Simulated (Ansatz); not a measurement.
## ScAl$_{3}$ (Pm-3m) under several functionals

**The experiment to reproduce.**

“A Combined Experimental and First-Principles Based Assessment of Finite-Temperature Thermodynamic Properties of Intermetallic Al3Sc”, 2021, pmc:8067998 quotes, for a bulk crystal of ScAl3 at 300 K: lattice constant a 4.103 Å.

Plane-wave DFT in Ansatz with scalar-relativistic PAW potentials. The same structure was relaxed (cell and atoms, symmetry kept) in separate runs at each level. Whether it is the stable form of this composition wasn't checked. No spin polarisation.

| level | cutoff (eV) | k mesh | V (Å³/atom) | a (Å) | B0 (GPa) |
| --- | --- | --- | --- | --- | --- |
| LDA | 420 | 10×10×10 | 16.383 | 4.032 | – |
| PBE+D3(BJ) | 420 | 10×10×10 | 16.594 | 4.049 | – |
| PBEsol | 420 | 10×10×10 | 16.869 | 4.071 | 92 |
| r2SCAN | 500 | 10×10×10 | 17.049 | 4.086 | 94 |

Question: Where does PBE (420 eV, k mesh 10×10×10) fall?

Answer: V (Å³/atom) 17.298, a (Å) 4.105, B0 (GPa) 87. Its volume is the largest of the set. The usual order of volumes, LDA < PBEsol < PBE, holds here (16.383, 16.869, 17.298 Å³/atom). As a rule LDA overbinds; PBEsol, built on the gradient expansion of slowly varying densities, lies between LDA and PBE; PBE's stronger gradient term for exchange weakens bonds. Adding D3 to PBE changes the volume by -4.1 %; the term is attractive, so it pulls cells in. In metals the pairwise form ignores screening by the conduction electrons and often pulls in too far. r2SCAN lies 1.4 % under PBE in volume. B0 goes from 91.9 to 86.6 GPa as the volume grows by 2.5 %; on one curve with B' = 4.1 the volume alone, B ∝ V^(−B'), would give 82.8 GPa, and the rest of the difference is the functional's own stiffness.

For PBE: A measured lattice constant a of ScAl3 is 4.103 Å (300 K; quoted in “A Combined Experimental and First-Principles Based Assessment of Finite-Temperature Thermodynamic Properties of Intermetallic Al3Sc”, 2021, pmc:8067998); the calculated 4.105 Å misses it by +0.1 %. The calculations are for 0 K without zero-point motion.